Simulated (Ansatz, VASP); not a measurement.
# One calculation of Nb4H, two programs

```
Nb H
1.0
     2.98290    0.00000    0.00000
     0.00000    4.21846    0.00000
     0.00000    0.00000   19.81277
Nb H
4 1
Direct
  0.50000 0.50000 0.20189
  0.00000 0.00000 0.27717
  0.50000 0.50000 0.35696
  0.00000 0.00000 0.41957
  0.33333 0.40000 0.44962
```

Alike in both runs: functional PBE; k mesh 9 × 6 × 1; occupations gaussian, width 0.1 eV; no spin polarisation.

Ansatz relaxed the structure, and its values are those at the end. VASP's run is a single point on that final structure, the one shown.

```csv
,VASP,Ansatz
version,VASP 6.6.1,Ansatz 0.2.0
potentials or method,"VASP PAW PBE potentials, release 64 (Nb_sv, H)","scalar-relativistic, plane waves, PAW"
plane-wave cutoff (eV),520,420
valence electrons in the cell,53,53
```

|  | VASP | Ansatz | Ansatz less VASP |
| --- | --- | --- | --- |
| gap on the k mesh at the Fermi level (eV) | none | none | - |
| rms of the force components (eV/Å) | 0.464 | 0.461 | -0.0030 |

A gap of «none» marks a metal or a gap that the smearing closes.
